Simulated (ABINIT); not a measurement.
Planning a run of ABINIT 10.8.3 on AlN (F-43m). The input:

```
acell 3*1.0 Angstrom
rprim 
  -0.000000000000 2.183993559600 2.183993559600
  2.183993559600 -0.000000000000 2.183993559600
  2.183993559600 2.183993559600 -0.000000000000
ntypat 2
znucl 13 7
natom 2
typat 1 2
xred 
  0.000000000000 0.000000000000 0.000000000000
  0.750000000000 0.750000000000 0.750000000000
pp_dirpath "pseudos"
pseudos "Al.upf, N.upf"
ecut 36
ngkpt 6 6 6
nshiftk 1
shiftk 0 0 0
kptopt 1
chksymbreak 0
istwfk *1
occopt 1
irdwfk 1
optdriver 3
nband 158
ecuteps 13.2
inclvkb 2
awtr 1
symchi 1
indata_prefix "in"
outdata_prefix "out"
tmpdata_prefix "tmp"
```

```sh
OMP_NUM_THREADS=1 mpirun -n 4 abinit run.abi > log
```

Estimate wall time and host memory on 4 MPI ranks of Arm Neoverse V1, shared host.

It took 97 s; on shared hardware allow 48 s to 3.2 min. Peak host memory was 1.1 GiB.

[Paths, hosts, dates, memory and timing lines, banners, echoed tables and standing remarks are left out of the program output.]

[Logs are printed without paths, hosts, clocks, repeated set-up lines and the standing remarks that a program may print on its own settings, such as how far it seeks lower states.]

[Runs of the session that timed out or met a known fault of the program may be left out.]

[Hosts, paths, dates, database ids (printed as entryN), source tags and the programs' standing remarks are cut or masked in the printed files.]

[G0W0 gaps are taken among the corrected bands and points alone; a level outside them can change the order at an edge.]

[Where Ansatz stands beside ABINIT at settings called matched, ABINIT's density can come from a denser mesh and the files from another edition; pairs whose starting gaps differed by over 0.03 eV were left out, so agreement reads better than it is.]
